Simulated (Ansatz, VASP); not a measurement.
**One calculation of WC, two programs**

Contents of INCAR:

```
SYSTEM = WC
  PREC = Accurate
  ENCUT = 600
  EDIFF = 1E-6
  ISMEAR = 0
  SIGMA = 0.1
  LREAL = .False.
  LASPH = .True.
  NELM = 100
  ALGO = Normal
  ISIF = 3
  LWAVE = .False.
  LCHARG = .False.
  GGA = PE
  IBRION = 2
  NSW = 90
  EDIFFG = -0.04
```

Contents of KPOINTS:

```
regular mesh
0
Gamma
  6 6 6
  0 0 0
```

File POSCAR:

```
WC
1.0
    0.0000000000      2.4637779400      2.4637779400
    2.4637779400      0.0000000000      2.4637779400
    2.4637779400      2.4637779400      0.0000000000
W C
1 1
Direct
    0.0000000000      0.0000000000      0.0000000000
    0.7500000000      0.7500000000      0.7500000000
```

Input for Ansatz:

```yaml
crystal:
  lattice:
    - [0.0, 2.46377794, 2.46377794]
    - [2.46377794, 0.0, 2.46377794]
    - [2.46377794, 2.46377794, 0.0]
  atoms:
    - { symbol: W, position: [0.0, 0.0, 0.0] }
    - { symbol: C, position: [0.75, 0.75, 0.75] }
basis:
  ecutwfc: 420
kpoints:
  mp_grid: { grid: [6, 6, 6] }
hamiltonian:
  xc: pbe
scf:
  occupations: { method: gaussian, width: 0.1 }
  lower_state_search: "off"
output:
  forces: true
  stress: true
  eigenvalues: true
relax:
  adjacent_minimum: "off"
  f_tol: 0.04
  max_steps: 70
  cell: { stress_tol: 0.4 }
```

Change from the starting cell: species swapped into the HgS type (F-43m, No. 216).

Alike in both runs: task relaxation of cell and atoms; functional PBE; k mesh 6 × 6 × 6; occupations gaussian, width 0.1 eV; no spin polarisation.

```csv
,VASP,Ansatz
version,VASP 6.6.1,Ansatz 0.2.0
potentials or method,"VASP PAW PBE potentials, release 64 (W_sv, C)","scalar-relativistic, plane waves, PAW"
plane-wave cutoff (eV),600,420
valence electrons in the cell,18,18
```

```tsv
	VASP	Ansatz	Ansatz less VASP
gap on the k mesh at the Fermi level, each at its own relaxed structure (eV)	none	none	-
relaxed volume (Å³/atom)	13.00	12.98	-0.019
relaxed cell length with the largest relative difference (Å)	3.325	3.324	-0.0017
energy change over the relaxation (meV/atom)	-189	-194	-5.3
```

A gap of «none» marks a metal or a gap that the smearing closes.

Caveats: the k mesh is coarse (spacing up to 0.37 Å⁻¹), so the values aren't converged. Spin-orbit coupling is left out, which matters for the levels of W.
